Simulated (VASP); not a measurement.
## Ge: relaxation of cell and atoms with PBEsol

The system is Ge.

```
Ge
1.0
     0.00000    2.82891    2.82891
     2.82891    0.00000    2.82891
     2.82891    2.82891    0.00000
Ge
2
Direct
  0.00000 0.00000 0.00000
  0.25000 0.25000 0.25000
```

```yaml
Program: VASP 6.6.1
Task: relaxation of cell and atoms
Functional: PBEsol
Potentials_or_basis: VASP PAW PBE potentials, release 64 (Ge_d)
Cutoff: 520 eV
k_mesh: 10 × 10 × 10
Occupations: gaussian, width 0.02 eV
Spin: no spin polarisation
Further_INCAR_settings: ALGO = Fast; EDIFF = 1e-07; IBRION = 2; EDIFFG = -0.002; NSW = 80; ISIF = 3
```

The relaxed volume is 22.81 Å³/atom and the relaxed cell is a = 4.011 Å, b = 4.011 Å, c = 4.011 Å, α = 60.00°, β = 60.00°, γ = 60.00°. The space group after relaxing (to 0.05 Å) is Fd-3m (No. 227), the energy gained by relaxing is 0.3 meV/atom and the ionic steps are 9. The pressure after relaxing is 0.0 GPa and the band gap on the k mesh is none (metal or under the smearing width).

Step by step:
```
step  energy change (eV)  largest force (eV/Å)  pressure (GPa)  volume (Å³)
   1              0.0000                0.0000            0.58        45.28
   2             -0.0005                0.0000           -0.28        45.82
   3             -0.0007                0.0000            0.02        45.64
   4             -0.0007                0.0000           -0.12        45.66
   5             -0.0006                0.0000            0.14        45.55
   6             -0.0006                0.0000            0.05        45.61
   7             -0.0007                0.0000           -0.07        45.62
   8             -0.0006                0.0000            0.06        45.61
   9             -0.0006                0.0000            0.01        45.62
```

Final structure:
```cif
data_structure
_symmetry_space_group_name_H-M 'P 1'
_symmetry_Int_Tables_number 1
_cell_length_a 4.0106
_cell_length_b 4.0106
_cell_length_c 4.0106
_cell_angle_alpha 60.000
_cell_angle_beta 60.000
_cell_angle_gamma 60.000
_cell_volume 45.62
loop_
_atom_site_label
_atom_site_type_symbol
_atom_site_fract_x
_atom_site_fract_y
_atom_site_fract_z
_atom_site_occupancy
Ge1 Ge 0.00000 0.00000 0.00000 1
Ge2 Ge 0.25000 0.25000 0.25000 1
```

Levels at points of the mesh, in eV from the Fermi level:
| k point | band 11 | band 12 | band 13 | band 14 | band 15 | band 16 | band 17 | band 18 |
| --- | --- | --- | --- | --- | --- | --- | --- | --- |
| (0.00, 0.00, 0.00) | -12.75 | -0.08 | -0.01 | -0.01 | -0.01 | 2.52 | 2.52 | 2.52 |
| (0.50, 0.00, 0.00) | -10.67 | -7.60 | -1.40 | -1.40 | 0.09 | 3.70 | 3.70 | 6.96 |
| (0.50, 0.50, 0.00) | -8.88 | -8.88 | -3.07 | -3.07 | 0.67 | 0.67 | 9.42 | 9.42 |

It took 45 s on 4 MPI ranks on Intel(R) Xeon(R) Platinum 8488C (Sapphire Rapids) (shared host), peak memory 0.17 GiB a rank.

Caveat: the PAW data sets were made with another functional, which shifts forces and pressure a little; this crystal is a semiconductor, whose small gap the functional closes, so the metal is an error of the method. Zero-point motion and thermal expansion aren't in these numbers.
